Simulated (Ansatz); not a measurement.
The system is FeO (Wuestite).

```
Fe O
1.0
     0.00000    2.15540    2.15540
     2.15540    0.00000    2.15540
     2.15540    2.15540    0.00000
Fe O
1 1
Cartesian
  0.0000 0.0000 0.0000
  2.1554 2.1554 2.1554
```

* Program: Ansatz 0.2.0
* Task: relaxation of cell and atoms
* Functional: LDA
* Potentials or basis: Ansatz PAW
* Cutoff: 420 eV (not typed: the program's choice for these potentials)
* k mesh: 8 × 8 × 8
* Occupations: fermi-dirac, width 0.05 eV
* Spin: collinear spin, ferromagnetic start
* Starting moments: [3.0, 0.0] μB

At the start: volume 10.01 Å³/atom.

Task: How do energy, volume and symmetry change on relaxing?

Result: It ends after 7 steps and the volume is 9.14 Å³/atom (-8.8 %); space group Fm-3m (No. 225, to 0.05 Å); moment 3.85 μB per cell.

Step by step:
```tsv
step	energy change (eV)	largest force (eV/Å)	volume (Å³)
1	0.0000	0.0000	20.03
2	-0.0763	0.0000	19.00
3	-0.0941	0.0000	18.35
4	-0.0943	0.0000	18.32
5	-0.0883	0.0000	18.32
6	-0.0887	0.0000	18.27
7	-0.0884	0.0000	18.27
```

Final structure:
```
Fe O
1.0
     0.00000    2.09043    2.09043
     2.09043    0.00000    2.09043
     2.09043    2.09043    0.00000
Fe O
1 1
Direct
  0.00000 0.00000 0.00000
  0.50000 0.50000 0.50000
```

Caveat: the plane-wave basis is chosen anew once the cell has moved, so the energies of steps on either side of that aren't comparable; the pressure holds a Pulay correction of +0.9 GPa for the finite cutoff; a cell with one magnetic atom can't hold antiferromagnetic order, which such compounds often take; the PAW data sets come from PBE, with cores solved anew for the run's functional, which leaves a small shift of forces and pressure.
